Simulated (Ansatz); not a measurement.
The elements of this relaxed trial crystal are hidden behind letters.

```
lattice vectors (Å)
   3.2678    0.0000    0.0000
   0.0000    3.2678    0.0000
   0.0000    0.0000   13.7795
fractional positions
X 0.0000 0.0000 0.0000
X 0.5000 0.5000 0.1670
X 0.0000 0.0000 0.3340
X 0.0000 0.0000 0.6660
X 0.5000 0.5000 0.8330
Z 0.5000 0.5000 0.5000
Q 0.5000 0.0000 0.0835
Q 0.0000 0.5000 0.2505
Q 0.5000 0.0000 0.4157
Q 0.0000 0.5000 0.5843
Q 0.5000 0.0000 0.7495
Q 0.0000 0.5000 0.9165
```

All numbers below come from DFT PBE, scalar-relativistic, plane waves, PAW (Ansatz 0.2.0). Plane waves to 420 eV, an 8×8×2 mesh through Γ for the 12-atom cell and 0.02 eV Gaussian smearing; no spin polarisation.

```
Space group                               : P-4m2 (No. 115)
Conventional cell                         : a = 3.268 Å, c = 13.780 Å
Volume per atom                           : 12.26 Å³
Density                                   : 3.19 g/cm³
Energy over the elements                  : −2.394 eV/atom
Gap on the 8×8×2 mesh of the 12-atom cell : 2.51 eV
```

Energies are uncorrected and count from the elements' standard states at the same level.

Question: X is an s-block element of period 3, Z is a d-block element of period 4 and Q is a p-block element of period 2. Which elements are they?

Answer: X = Mg, Z = Zn, Q = O, so the formula is Mg5ZnO6. Density times volume gives a mean mass of 3.19 × 12.26/1.6605 = 23.6 u per atom, and this set has 23.6 u. Around Mg on a site of symmetry -4m2 lie 4 O at 2.00 Å; around Zn lie 4 O at 2.01 Å; around O on its first site lie 4 Mg at 2.00 Å; 4 more sites not described. Other sets within the hints have nearly the same mass, so mass alone doesn't settle it; this one was computed.

Kohn–Sham gaps at this level usually fall short of measured ones. Symmetry constrained the relaxation, so the result can be a saddle point. Another cell of Mg5ZnO6 relaxed alike, in P4/mmm, lies 57 meV/atom lower, so this cell isn't the stable form at this level.
